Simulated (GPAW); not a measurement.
The system is Ta.

```
Ta
1.0
    -1.65128    1.65128    1.65128
     1.65128   -1.65128    1.65128
     1.65128    1.65128   -1.65128
Ta
1
Direct
  0.00000 0.00000 0.00000
```

Base run:

| Item | Value |
| --- | --- |
| Program | GPAW 26.7.0 |
| Functional | LDA |
| Potentials or basis | the program's PAW data sets (release 1.2.1) made for this functional |
| Cutoff | 600 eV |
| Basis | pw |
| k mesh | 11 × 11 × 11 |
| Occupations | fermi-dirac, width 0.05 eV |
| Spin | no spin polarisation |

Its results: pressure -9.5 GPa.

**Question.** After a change of settings the same cell gave: pressure -4.0 GPa. Which change was it?
A. functional from LDA to r2SCAN; potentials or basis from the program's PAW data sets (release 1.2.1) made for this functional to GPAW PAW data sets (gpaw-data 1.2.1)
B. functional from LDA to PBEsol; potentials or basis from the program's PAW data sets (release 1.2.1) made for this functional to PAW data sets generated in the run's folder for this functional
C. functional from LDA to RPBE

**Answer.** B.

Runs at the PBE level aren't shown here.
